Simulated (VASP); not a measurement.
Runs of VASP 6.6.1 on ZnS. It takes space group F-43m (No. 216, cubic). The conventional cell has a = 5.404 Å, b = 5.404 Å, c = 5.404 Å, α = 90.00°, β = 90.00°, γ = 90.00°. Zn (site symmetry -43m) has 4 S at 2.34 Å as nearest neighbours. S (site symmetry -43m) has 4 Zn at 2.34 Å as nearest neighbours. 

```csv
task,level,potentials or basis,cell,k mesh,cutoff (eV),gap on the mesh (eV),pressure (GPa),relaxed volume (Å³/atom)
relaxation of cell and atoms,r2SCAN,"VASP PAW PBE potentials, release 64 (Zn, S)",relaxed,10 × 10 × 10,600,2.72,0.0,19.55
single point,LDA,"VASP PAW LDA potentials, release 64 (Zn, S)",as given,6 × 6 × 6,520,1.89,(b),-
relaxation of cell and atoms,PBE,"VASP PAW PBE potentials, release 64 (Zn, S)",relaxed,10 × 10 × 10,600,(c),0.1,20.20
single point,PBEsol,"VASP PAW PBE potentials, release 64 (Zn, S)",as given,6 × 6 × 6,520,1.98,(a),-
single point,PBE,"VASP PAW PBE potentials, release 64 (Zn, S)",as given,6 × 6 × 6,520,2.11,1.8,-
```

Alike in all rows: no spin polarisation; smearing gaussian 0.03 eV.

Fill in the values left out.

(a) -1.8; (b) -4.3; (c) 2.01.

Caveats: the PAW data sets were made with another functional, which shifts forces and pressure a little (some runs).

A k mesh can miss the band edges.

Not every run made on this cell is shown here.
